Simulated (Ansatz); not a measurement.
# PtS2: the cost of one run

Method: reference: DFT, HSE06, plane waves, PAW, in Ansatz 0.2.0.

1 further run of the same task is left out (it didn't finish).

## 1. The system as given

It takes space group R3m (No. 160, trigonal). Conventional cell: a = 3.478 Å, b = 3.478 Å, c = 15.288 Å, α = 90.00°, β = 90.00°, γ = 120.00°. Pt (site symmetry 3m) has 6 S at 2.41 to 2.48 Å as nearest neighbours. Around S (site symmetry 3m) lie 3 Pt at 2.48 Å. S (site symmetry 3m) has 3 Pt at 2.41 Å as nearest neighbours.

Coordinates:

```
Pt S
1.0
     1.73914    1.00409    5.09587
    -1.73914    1.00409    5.09587
     0.00000   -2.00819    5.09587
Pt S
1 2
Direct
  0.99737 0.99737 0.99737
  0.42560 0.42560 0.42560
  0.24369 0.24369 0.24369
```

## 2. The reference run

input.yaml

```yaml
crystal:
  lattice:
    - [1.7391392306, 1.004092503, 5.0958703676]
    - [-1.7391392306, 1.004092503, 5.0958703676]
    - [0.0, -2.0081850059, 5.0958703676]
  atoms:
    - { symbol: Pt, position: [-0.0026256467, -0.0026256467, -0.0026256467] }
    - { symbol: S, position: [0.425598339, 0.425598339, 0.425598339] }
    - { symbol: S, position: [0.2436939743, 0.2436939743, 0.2436939743] }
kpoints:
  mp_grid: { grid: [4, 4, 4] }
hamiltonian:
  xc: hse06
scf:
  occupations: { method: fermi_dirac, width: 0.02 }
  n_extra_bands: 4
output:
  forces: true
  stress: true
  eigenvalues: true
  write_density: true
  write_potential: true
  elf: true
  volumetric_format: npy
```

The run is started by

```
ansatz run input.yaml --threads 4 --pin off --max-ram 3686MiB --backend cpu --events-out ev --progress --plain --runs-dir out
```

What time and memory should one allow on 4 threads of AMD EPYC 7R43 (Zen 3), shared host?

About 16 s, with a peak of 0.92 GiB.
